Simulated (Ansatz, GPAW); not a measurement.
AlCu: 3 runs at one level of theory

```
Cu Al
1.0
     2.99751    0.00000    0.00000
     0.00000    2.99751    0.00000
     0.00000    0.00000    2.99751
Cu Al
1 1
Cartesian
  1.4988 1.4988 1.4988
  0.0000 0.0000 0.0000
```

The cell comes from a database or a generator and needn't be the stable form of this composition.

Alike in all runs: task single point; functional PBEsol; k mesh 9 × 9 × 9; occupations fermi-dirac, width 0.05 eV; no spin polarisation; no spin-orbit coupling. Pressure is positive in compression and, in plane waves, holds the error of the finite cutoff, which Ansatz's Pulay term estimates and takes out.

```
                           program and potentials  plane-wave cutoff (eV)                                                                                                                            notes  pressure (GPa)
                               Ansatz, Ansatz PAW                     420  potentials made for PBE, which Ansatz adapts in part; 11 valence electrons an atom on average; Pulay term of +0.07 GPa included           -4.69
GPAW, PAW data sets generated for this functional                     600                                                                                           7 valence electrons an atom on average           -3.83
   Ansatz, all-electron LAPW, scalar-relativistic                       -                                                                                                                                -           -4.68
```

The pressure spans -4.69 (Ansatz, Ansatz PAW) to -3.83 GPa (GPAW, PAW data sets generated for this functional), with all-electron results at -4.68.

The functional is the same throughout but for its coding, so the spread measures potentials, basis and numerics; runs on potential files found faulty are left out.
